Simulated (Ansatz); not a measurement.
Runs of Ansatz 0.2.0 on SiC (Moissanite). Symmetry: P6_3mc, No. 186, hexagonal system. Conventional cell: a = 3.076 Å, b = 3.076 Å, c = 5.048 Å, α = 90.00°, β = 90.00°, γ = 120.00°. Around Si (site symmetry 3m) lie 4 C at 1.87 to 1.94 Å. C (site symmetry 3m) has 4 Si at 1.87 to 1.94 Å as nearest neighbours. 

| cell | gap on the mesh (eV) | pressure (GPa) |
| --- | --- | --- |
| relaxed to 30 GPa | 2.10 | 30.0 |
| relaxed to 10 GPa | (a) | 10.0 |
| relaxed to 20 GPa | 2.15 | 20.0 |
| relaxed to 5 GPa | (b) | 5.0 |
| relaxed | 2.28 | 0.0 |

Alike in all rows: task relaxation of cell and atoms; level PBEsol; potentials or basis all-electron LAPW, scalar-relativistic; no spin polarisation; k mesh 10 × 10 × 5; smearing fermi-dirac 0.05 eV; basis error allowed 0.002 eV/atom.

Estimate the missing entries.

(a) 2.21; (b) 2.25.

Caveats: an odd mesh through Γ misses points on the zone boundary, where band edges often lie.
